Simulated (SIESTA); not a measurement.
The system is PbS (Galena).

```
Pb S
1.0
     0.00000    2.96575    2.96575
     2.96575    0.00000    2.96575
     2.96575    2.96575    0.00000
Pb S
1 1
Direct
  0.00000 0.00000 0.00000
  0.50000 0.50000 0.50000
```

Base run:

- Program: SIESTA 5.4.2
- Functional: BLYP
- Potentials or basis: PseudoDojo 0.4 standard (PBE files)
- Basis: DZP (energy shift 0.003 Ry; two zetas on semicore shells)
- Grid cutoff: 500 Ry
- Energy shift: 0.003 Ry
- k mesh: 8 × 8 × 8
- Occupations: fermi-dirac, width 0.05 eV
- Spin: no spin polarisation

Its results: band gap on the k mesh 0.53 eV, direct; pressure 6.8 GPa.

The run is repeated on the same cell with these changes: functional from BLYP to PBE; basis from DZP (energy shift 0.003 Ry; two zetas on semicore shells) to TZP (energy shift 0.003 Ry; two zetas on semicore shells). What comes out?

Band gap on the k mesh 0.43 eV, direct; pressure 2.5 GPa.

Several settings changed at once, so the effect can't be laid on one alone.

Caveats: spin-orbit coupling is left out, which as a rule narrows the gap of such compounds by several tenths of an eV; the basis of atomic orbitals isn't converged, which shifts pressures, moduli and gaps; the potentials were made for another functional, which shifts forces and pressure (some runs).
